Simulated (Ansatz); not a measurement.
# Sn in Ansatz: the effect of functional

Sn:

```
Sn
1.0
    -2.00176    2.00176    1.63831
     2.00176   -2.00176    1.63831
     2.00176    2.00176   -1.63831
Sn
1
Direct
  0.00000 0.00000 0.00000
```

This isn't the form of Sn at room conditions, which is tetragonal (white tin).

The cell isn't the ideal one: volume scaled by 0.96.

Alike in all runs:

```yaml
Program: Ansatz 0.2.0
Task: single point
Potentials_or_basis: Ansatz PAW
k_mesh: 10 × 10 × 10
Occupations: fermi-dirac, width 0.05 eV
Spin: no spin polarisation
```

Question: One run gave: pressure 1.7 GPa. Which functional did it use?
A. PBEsol
B. r2SCAN
C. LDA

Answer: B.

```tsv
functional	cutoff	pressure (GPa)
LDA	420 eV (not typed: the program's choice for these potentials)	-1.3
PBEsol	420 eV (not typed: the program's choice for these potentials)	0.1
r2SCAN	500 eV (not typed: the program's choice for these potentials)	1.7
```

Caveats: the PAW data sets come from PBE, with cores solved anew for the run's functional, which leaves a small shift of forces and pressure.

Runs at the PBE level aren't shown here.
